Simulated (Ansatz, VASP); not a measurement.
## Two plane-wave programs on Cu

```
CELL_PARAMETERS angstrom
2.53410 0.00000 0.00000
-1.26705 2.19459 0.00000
0.00000 0.00000 4.11257
ATOMIC_POSITIONS crystal
Cu 0.33333 0.66667 0.25000
Cu 0.66667 0.33333 0.75000
```

This isn't the form of Cu at room conditions, which is fcc.

Alike in both runs: task single point; functional r2SCAN; k mesh 13 × 13 × 7; no spin polarisation.

|  | VASP | Ansatz |
| --- | --- | --- |
| version | VASP 6.6.1 | Ansatz 0.2.0 |
| potentials or method | VASP PAW PBE potentials, release 64 (Cu) | plane waves, PAW |
| plane-wave cutoff (eV) | 520 | 571 |
| occupations | methfessel-paxton of order 1, width 0.05 eV | cold, width 0.05 eV |
| valence electrons in the cell | 22 | 38 |

Ansatz gave:

- pressure (GPa): 0.0
- largest component of the traceless stress (GPa): 2.48

Problem. Which values does VASP return?

Solution. Pressure (GPa): 0.8; largest component of the traceless stress (GPa): 2.48.

The two sets of potentials don't hold the same shells in valence.

Caveats: the PAW data sets were made with another functional, which shifts forces and pressure a little (VASP).
